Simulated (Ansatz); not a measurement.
Runs of Ansatz 0.2.0 on WC (Qusongite). Symmetry: P-6m2, No. 187, hexagonal system. The conventional cell has a = 2.907 Å, b = 2.907 Å, c = 2.837 Å, α = 90.00°, β = 90.00°, γ = 120.00°. W (site symmetry -6m2) has 6 C at 2.20 Å as nearest neighbours. C (site symmetry -6m2) has 6 W at 2.20 Å as nearest neighbours. 

```csv
task,level,U,cell,hubbard projectors,double counting,points for each segment of the path,gap on the mesh (eV),pressure (GPa),relaxed volume (Å³/atom)
relaxation of cell and atoms,PBE+U,W d U = 1 eV,relaxed,ortho-atomic (the default),fll (the default),-,none,0.0,10.53
band structure,PBE,-,as given,-,-,14,none,(a),-
relaxation of cell and atoms,PBE+U,W d U = 5 eV,relaxed,ortho-atomic (the default),fll (the default),-,none,0.0,10.55
relaxation of cell and atoms,PBE+U,W d U = 3 eV,relaxed,ortho-atomic (the default),fll (the default),-,none,0.0,10.54
relaxation of cell and atoms,PBE+U,W d U = 2 eV,relaxed,ortho-atomic (the default),fll (the default),-,none,0.0,10.53
relaxation of cell and atoms,PBE+U,W d U = 6 eV,relaxed,ortho-atomic (the default),fll (the default),-,none,0.0,10.55
relaxation of cell and atoms,PBE+U,W d U = 4 eV,relaxed,ortho-atomic (the default),fll (the default),-,none,0.0,10.54
relaxation of cell and atoms,PBE+U,W d U = 8 eV,relaxed,ortho-atomic (the default),fll (the default),-,none,0.0,10.57
```

Alike in all rows: potentials or basis Ansatz PAW; no spin polarisation; k mesh 10 × 10 × 9; cutoff (eV) 420; smearing fermi-dirac 0.05 eV.

Q: Estimate the missing entries.

A: (a) 5.6.

Caveats: the plane-wave basis is chosen anew once the cell has moved, so the energies of steps on either side of that aren't comparable (some runs); U without spin polarisation on a metal has little footing (some runs); the U is typed as a test and isn't derived for this compound (some runs); spin-orbit coupling is left out, which moves the levels of the heavy elements (some runs).

A k mesh can miss the band edges, and the runs leave out spin-orbit coupling on W.

A gap of «none» marks a metal or a gap under the smearing width.
